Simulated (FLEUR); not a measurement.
SnSe2:

```xyz
3
Lattice="3.8110 0.0000 0.0000 -1.9055 3.3004 0.0000 0.0000 0.0000 6.1360" Properties=species:S:1:pos:R:3 pbc="T T T"
Sn    0.0000    0.0000    0.0000
Se    1.9055    1.1001    4.6081
Se    0.0000    2.2003    1.5279
```

Base run:

* Program: FLEUR MaX-R8.1 (patched build s14)
* Functional: PBE
* Potentials or basis: all-electron
* Basis: FLAPW
* Kmax: 3.8 1/bohr
* k mesh: 8 × 8 × 5
* Occupations: fermi-dirac, width 0.05 eV
* Spin: no spin polarisation

Its results: band gap on the k mesh 0.81 eV, indirect (least direct gap 1.11 eV).

Task: The run is repeated on the same cell with these changes: functional from PBE to LDA exchange alone (X-alpha). What comes out?

Result: Band gap on the k mesh 0.63 eV, indirect (least direct gap 0.83 eV).

Caveats: spin-orbit coupling is left out, which moves the levels of the heavy elements.

A k mesh can miss the band edges.
